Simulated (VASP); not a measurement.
# Y in VASP: relaxation of the atoms with PBE+D3(BJ)

Aim: the relaxation of the atoms of Y with PBE+D3(BJ).

Everything below comes from runs of VASP 6.6.1. Logs are shortened: lines on timing, memory, paths and dates and some standing lists are left out, and cuts for length are marked.

### Step 1. The undisturbed slab

The cell holds a slab with vacuum, 4 atoms: a = 3.514 Å, b = 3.514 Å, c = 23.608 Å, α = 90.00°, β = 90.00°, γ = 120.00°.

The slab is cut from a database's or a generator's crystal, which needn't be the stable form of the element.

### Step 2. Relaxation of the atoms, PBE+D3(BJ) (the (1 1 1) slab of Y, cut from the database cell, not relaxed)

Input file INCAR:

```
PREC = Accurate
ENCUT = 520
EDIFF = 1E-6
ISMEAR = 0
SIGMA = 0.05
LREAL = False
LASPH = True
NELM = 80
ALGO = Normal
ISIF = 2
LWAVE = False
LCHARG = False
LDIPOL = True
IDIPOL = 3
DIPOL = 0.5 0.5 0.500
GGA = PE
IVDW = 12
IBRION = 2
NSW = 40
EDIFFG = -0.01
```

Input file KPOINTS:

```
regular mesh
0
Gamma
  9 9 1
```

Input file POSCAR:

```
Y
1.0
    3.5143207025      0.0000000000      0.0000000000
   -1.7571603512      3.0434910054      0.0000000000
    0.0000000000      0.0000000000     23.6082925136
Y
4
Selective dynamics
Direct
    0.6666666667      0.3333333333      0.3176849828  F F F
    0.3333333333      0.6666666667      0.4392283276  F F F
    0.0000000000      0.0000000000      0.5607716724  T T T
    0.6666666667      0.3333333333      0.6823150172  T T T
```

Potentials or basis: VASP PAW PBE potentials, release 64 (Y_sv).

Launch:

```
$ cat potpaw_PBE.64/Y_sv/POTCAR > POTCAR
$ mpirun -np 1 vasp_std > vasp.out
```

OUTCAR:

```text
PREC = Accurate
   ENCUT = 520
   EDIFF = 1E-6
   ISMEAR = 0
   LREAL = False
   LASPH = True
   NELM = 80
   ISIF = 2
   GGA = PE
   IVDW = 12
   IBRION = 2
   NSW = 40
   EDIFFG = -0.01
 IVDW          = 12

 ion  position               nearest neighbor table
   1  0.667  0.333  0.318-   2 3.51   2 3.51   2 3.51
   2  0.333  0.667  0.439-   3 3.51   1 3.51   1 3.51   3 3.51   3 3.51   1 3.51
   3  0.000  0.000  0.561-   4 3.51   2 3.51   4 3.51   2 3.51   4 3.51   2 3.51
   4  0.667  0.333  0.682-   3 3.51   3 3.51   3 3.51

  LATTYP: Found a hexagonal cell.
 ALAT       =     3.5143207025
 C/A-ratio  =     6.7177399310

  Lattice vectors:

 A1 = (   3.5143207025,   0.0000000000,   0.0000000000)
 A2 = (  -1.7571603512,   3.0434910054,   0.0000000000)
 A3 = (   0.0000000000,   0.0000000000,  23.6082925136)

Analysis of symmetry for initial positions (statically):
=====================================================================
 Subroutine PRICEL returns:
 Original cell was already a primitive cell.

 Routine SETGRP: Setting up the symmetry group for a
 hexagonal supercell.

 Subroutine GETGRP returns: Found 12 space group operations
 (whereof  6 operations were pure point group operations)
 out of a pool of 24 trial point group operations.

The static configuration has the point symmetry C_3v.
 The point group associated with its full space group is D_3d.

Analysis of symmetry for dynamics (positions and initial velocities):
=====================================================================
 Subroutine PRICEL returns:
 Original cell was already a primitive cell.

 Routine SETGRP: Setting up the symmetry group for a
 hexagonal supercell.

 Subroutine GETGRP returns: Found 12 space group operations
 (whereof  6 operations were pure point group operations)
 out of a pool of 24 trial point group operations.

The dynamic configuration has the point symmetry C_3v.
 The point group associated with its full space group is D_3d.

Analysis of constrained symmetry for selective dynamics:
=====================================================================
 Subroutine PRICEL returns:
 Original cell was already a primitive cell.

 Routine SETGRP: Setting up the symmetry group for a
 hexagonal supercell.

 Subroutine GETGRP returns: Found  6 space group operations
 (whereof  6 operations were pure point group operations)
 out of a pool of 24 trial point group operations.

The constrained configuration has the point symmetry C_3v.

 Subroutine INISYM returns: Found  6 space group operations
 (whereof  6 operations are pure point group operations),
 and found     1 'primitive' translations

----------------------------------------------------------------------------------------

                                     Primitive cell

  volume of cell :     252.5097

  direct lattice vectors                    reciprocal lattice vectors
     3.514320703  0.000000000  0.000000000     0.284550013  0.164285026  0.000000000
    -1.757160351  3.043491005  0.000000000     0.000000000  0.328570053  0.000000000
     0.000000000  0.000000000 23.608292514     0.000000000  0.000000000  0.042357998

  length of vectors
     3.514320703  3.514320702 23.608292514     0.328570053  0.328570053  0.042357998

  position of ions in fractional coordinates (direct lattice)
     0.666666667  0.333333333  0.317684983
     0.333333333  0.666666667  0.439228328
     0.000000000  0.000000000  0.560771672
     0.666666667  0.333333333  0.682315017

  ion indices of the primitive-cell ions
   primitive index   ion index
                 1           1
                 2           2
                 3           3
                 4           4

----------------------------------------------------------------------------------------

 KPOINTS: regular mesh

Automatic generation of k-mesh.
 Grid dimensions read from file:
[... 24 lines left out ...]
  0.222222 -0.000000  0.000000      6.000000
  0.333333 -0.000000  0.000000      6.000000
  0.444444 -0.000000  0.000000      6.000000
  0.111111  0.111111  0.000000      6.000000
  0.222222  0.111111  0.000000     12.000000
  0.333333  0.111111  0.000000     12.000000
  0.444444  0.111111  0.000000      6.000000
  0.222222  0.222222  0.000000      6.000000
  0.333333  0.222222  0.000000     12.000000
  0.333333  0.333333  0.000000      2.000000
   k-points           NKPTS =     12   k-points in BZ     NKDIM =     12   number of bands    NBANDS=     26
   number of dos      NEDOS =    301   number of ions     NIONS =      4
   total plane-waves  NPLWV = 141120
   dimension x,y,z NGX =    28 NGY =   28 NGZ =  180
   dimension x,y,z NGXF=    56 NGYF=   56 NGZF=  360
   ions per type =               4
   NGX,Y,Z   is equivalent  to a cutoff of  13.25, 13.25, 12.68 a.u.
   NGXF,Y,Z  is equivalent  to a cutoff of  26.49, 26.49, 25.35 a.u.
 SYSTEM =  unknown system
   PREC   = accura    normal or accurate (medium, high low for compatibility)
   ISTART =      0    job   : 0-new  1-cont  2-samecut
   ICHARG =      2    charge: 1-file 2-atom 10-const
   ISPIN  =      1    spin polarized calculation?
   LNONCOLLINEAR =      F non collinear calculations
   LSORBIT =      F    spin-orbit coupling
   LASPH  =      T    aspherical Exc in radial PAW
   ENCUT  =  520.0 eV  38.22 Ry    6.18 a.u.   6.53  6.53 43.90*2*pi/ulx,y,z
   NELM   =     80;   NELMIN=  2; NELMDL= -5     # of ELM steps
   EDIFF  = 0.1E-05   stopping-criterion for ELM
   LREAL  =      F    real-space projection
   EDIFFG = -.1E-01   stopping-criterion for IOM
   NSW    =     40    number of steps for IOM
   IBRION =      2    ionic relax: 0-MD 1-quasi-New 2-CG
   NFREE  =      1    steps in history (QN), initial steepest desc. (CG)
   ISIF   =      2    stress and relaxation
   ISYM   =      2    0-nonsym 1-usesym 2-fastsym
   POTIM  = 0.5000    time-step for ionic-motion
   TEBEG  =    0.0;   TEEND  =   0.0 temperature during run
   PSTRESS=    0.0 pullay stress
   NELECT =      44.0000    total number of electrons
   NUPDOWN=      -1.0000    fix difference up-down
   EMIN   =  10.00;   EMAX   =-10.00  energy-range for DOS
   EFERMI =   0.00;   METHOD = LEGACY
   ISMEAR =     0;   SIGMA  =   0.05  broadening in eV -4-tet -1-fermi 0-gaus
   EFERMI_NEDOS =   21; number of points for ismear=-14 and -15
   IALGO  =     38    algorithm
   IMIX   =      4    mixing-type and parameters
     AMIX     =   0.40;   BMIX     =  1.00
     AMIX_MAG =   1.60;   BMIX_MAG =  1.00
  volume/ion in A,a.u.               =      63.13       426.00
  Fermi-wavevector in a.u.,A,eV,Ry     =   0.914393  1.727953 11.376038  0.836115
  Thomas-Fermi vector in A             =   2.039015
   LORBIT       =      0    0 simple, 1 ext, 2 COOP (PROOUT), +10 PAW based schemes
   GGA     = PE    functional components
   LHFCALC =     F    Hartree Fock is set to
   AEXX    =    0.0000 exact exchange contribution
   IVDW    =    12    specifies the selected vdW correction
   LEPSILON=     F    determine dielectric tensor
   LRPA    =     F    only Hartree local field effects (RPA)
 conjugate gradient relaxation of ions
 non-spin polarized calculation
 Gauss-broadening in eV      SIGMA  =   0.05
  energy-cutoff  :      520.00
  volume of cell :      252.51
 maximum number of plane-waves:      6863
 NGX is ok and might be reduce to    28
   NGX = 13   NGY = 13   NGZ = 87

--------------------------------------- Ionic step        1  -------------------------------------------

 number of electron      44.0000000 magnetization

 Free energy of the ion-electron system (eV)
  ---------------------------------------------------
  ext. energy  EPLUGINS =         0.00000000
  ---------------------------------------------------
  free energy    TOTEN  =       -24.26118994 eV

  energy without entropy =      -24.24446025  energy(sigma->0) =      -24.25282509

------------------------ aborting loop because EDIFF is reached ----------------------------------------

 Edisp (eV)   -1.10098

 E8    (eV) :    -0.5966
[... 77 lines left out ...]
 number of electron      44.0000000 magnetization

------------------------ aborting loop because EDIFF is reached ----------------------------------------

 vacuum level on the upper side and lower side of the slab       (xc-potential included)        -0.018         0.004

 Edisp (eV)   -1.10155

 E8    (eV) :    -0.5969

  FORCE on cell =-STRESS in cart. coord.  units (eV):
  Direction    XX          YY          ZZ          XY          YZ          ZX
  --------------------------------------------------------------------------------------
  -------------------------------------------------------------------------------------
  Total      -0.05211    -0.05211    -0.35019    -0.00000     0.00000     0.00000
  in kB      -0.33066    -0.33066    -2.22197    -0.00000     0.00000     0.00000
  external pressure =       -0.96 kB  Pullay stress =        0.00 kB
[... 19 lines left out ...]
  FREE ENERGIE OF THE ION-ELECTRON SYSTEM (eV)
  ---------------------------------------------------
  free  energy   TOTEN  =       -25.3665012275 eV

  energy  without entropy=      -25.3499672581  energy(sigma->0) =      -25.35823424

 dipolmoment           0.000000      0.000000      0.009002 electrons x Angstroem

--------------------------------------- Ionic step        4  -------------------------------------------

 number of electron      44.0000000 magnetization

 dipolmoment           0.000000      0.000000     -0.001257 electrons x Angstroem

 Free energy of the ion-electron system (eV)
  ---------------------------------------------------
  ext. energy  EPLUGINS =         0.00000000
  ---------------------------------------------------
  free energy    TOTEN  =       -24.26491739 eV

  energy without entropy =      -24.24837848  energy(sigma->0) =      -24.25664794

 E-fermi :   0.1426     XC(G=0):  -5.4895

 val. band max:        0.1425839880   @ k =   0.3333   0.2222   0.0000
 cond. band min:       0.1453554028   @ k =   0.4444  -0.0000   0.0000
 fundamental gap:      0.0027714148
 Fermi energy:         0.1426049988

 k-point     1 :       0.0000    0.0000    0.0000
  band No.  band energies     occupation
      1     -42.8118      2.00000
      2     -42.7703      2.00000
      3     -42.3236      2.00000
      4     -42.2562      2.00000
      5     -22.9290      2.00000
      6     -22.8924      2.00000
[... 337 lines left out ...]
     25       0.5835      0.00000
     26       0.6997      0.00000

------------------------ aborting loop because EDIFF is reached ----------------------------------------

 vacuum level on the upper side and lower side of the slab       (xc-potential included)        -0.196        -0.163

 Edisp (eV)   -1.10163

 E8    (eV) :    -0.5969

  FORCE on cell =-STRESS in cart. coord.  units (eV):
  Direction    XX          YY          ZZ          XY          YZ          ZX
  --------------------------------------------------------------------------------------
  -------------------------------------------------------------------------------------
  Total      -0.04910    -0.04910    -0.36656    -0.00000     0.00000    -0.00000
  in kB      -0.31154    -0.31154    -2.32584    -0.00000     0.00000    -0.00000
  external pressure =       -0.98 kB  Pullay stress =        0.00 kB
[... 19 lines left out ...]
  FREE ENERGIE OF THE ION-ELECTRON SYSTEM (eV)
  ---------------------------------------------------
  free  energy   TOTEN  =       -25.3665468006 eV

  energy  without entropy=      -25.3500078857  energy(sigma->0) =      -25.35827734

 reached required accuracy - stopping structural energy minimisation

 vacuum level on the upper side and lower side of the slab         3.136         3.168
```

It took 18 min on 1 thread of AMD EPYC 7R43 (Zen 3), shared host; peak memory 0.39 GiB.

Results:

```yaml
Free_energy: -25.3665 eV
Energy_gained_by_relaxing: 1.1 meV/atom
Ionic_steps: 4
Band_gap_on_the_k_mesh: none (metal or under the smearing width)
Dispersion_energy_per_atom: -0.275 eV
```

The path:
```csv
step,energy change (eV),largest force (eV/Å),pressure (GPa)
1,0.0000,0.1668,-0.16
2,-0.0017,0.1545,-0.14
3,-0.0043,0.1205,-0.10
4,-0.0044,0.1178,-0.10
```

Final structure:
```yaml
crystal:
  lattice:
    - [3.51432, 0.00000, 0.00000]
    - [-1.75716, 3.04349, 0.00000]
    - [0.00000, 0.00000, 23.60829]
  atoms:
    - { symbol: Y, position: [0.66667, 0.33333, 0.31768] }
    - { symbol: Y, position: [0.33333, 0.66667, 0.43923] }
    - { symbol: Y, position: [0.00000, 0.00000, 0.56232] }
    - { symbol: Y, position: [0.66667, 0.33333, 0.68129] }
```
